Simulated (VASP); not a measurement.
Wanted: the native input for a VASP 6.6.1 run.

```
Task                   : relaxation of the atoms
Functional             : LDA
Potentials or basis    : VASP PAW LDA potentials, release 64 (W_sv)
Cutoff                 : 600 eV
k mesh                 : 16 × 16 × 16
Occupations            : methfessel-paxton, width 0.1 eV
Spin                   : no spin polarisation
Further INCAR settings : ALGO = Fast; EDIFF = 1e-07; IBRION = 2; EDIFFG = -0.01; NSW = 40
```

The structure of W lies in POSCAR:

```
W                                       
1.0
   -1.5911040777      1.5911040777      1.5911040777
    1.5911040777     -1.5911040777      1.5911040777
    1.5911040777      1.5911040777     -1.5911040777
  W             
     1
Direct
     0.0000000000000000    0.0000000000000000    0.0000000000000000
```

The cell isn't the ideal one: a relaxed cell with its volume scaled by 1.04.

These files were run (other wordings do the same):

INCAR

```
PREC = Accurate ; ENCUT = 600
EDIFF = 1E-7 ; ISMEAR = 1
SIGMA = 0.1 ; LREAL = False
LASPH = True ; NELM = 80
ALGO = Fast ; ISIF = 2
LWAVE = False ; LCHARG = False
GGA = CA ; IBRION = 2
NSW = 40 ; EDIFFG = -0.01
```

KPOINTS

```
regular mesh
0
Gamma
  16 16 16
```

Potentials or basis: VASP PAW LDA potentials, release 64 (W_sv).

The run is started by

```sh
$ cat potpaw_LDA.64/W_sv/POTCAR > POTCAR
$ mpirun -np 1 vasp_std > vasp.out
```

Results of the run:

```
Pressure after relaxing : -12.2 GPa
Band gap on the k mesh  : none (metal or under the smearing width)
```

Caveat: the relaxation stopped at its first step, so nothing moved.

Wall time 20 s on 1 thread of AMD EPYC 9R14 (Zen 4) (shared host), peak memory 0.12 GiB.
